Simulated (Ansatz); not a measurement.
# ZnS (F-43m), trigonal deformation path

These are results of Ansatz, DFT PBE, scalar-relativistic, plane waves, PAW, not measurements. The runs took a 420 eV cutoff, a Γ-centred 10×10×10 mesh and Gaussian smearing (0.05 eV). No spin polarisation. Energies are free energies at this smearing, counted from the undisturbed cell; pressure is positive in compression.

The starting cell (as given, not relaxed at this level; it stands at 1.4 GPa):

```
Zn S
1.0
     0.00000    2.70465    2.70465
     2.70465    0.00000    2.70465
     2.70465    2.70465    0.00000
Zn S
1 1
Direct
  0.00000 0.00000 0.00000
  0.75000 0.75000 0.75000
```

At fixed volume and fractional coordinates, lengths along (0.577, 0.577, 0.577) are scaled against those across it; ρ is that ratio over its starting value.

| ρ | ΔE (meV/atom) | pressure (GPa) | gap on the mesh (eV) |
| --- | --- | --- | --- |
| 0.500 | 5482.5 | 89.8 | 0.48 |
| 0.600 | 2449.3 | 45.8 | 0.87 |
| 0.710 | 924.8 | 19.6 | 1.48 |
| 0.850 | 173.8 | ? | ? |
| 0.930 | 31.8 | 2.1 | 1.92 |
| 1.000 | 0.0 | 1.4 | 2.10 |
| 1.080 | 31.2 | 2.1 | 1.90 |
| 1.200 | ? | ? | 1.30 |
| 1.410 | 502.4 | ? | 0.00 |
| 1.700 | 1013.3 | 19.8 | 0.00 |
| 2.000 | 1425.4 | 24.2 | 0.00 |

Where the gap reads zero the k-mesh, chosen for the insulator, is on the coarse side.

Give the withheld values.

pressure (GPa) at ρ = 0.850: 5.0; gap on the mesh (eV) at ρ = 0.850: 1.73; ΔE (meV/atom) at ρ = 1.200: 160.1; pressure (GPa) at ρ = 1.200: 4.9; pressure (GPa) at ρ = 1.410: 12.0.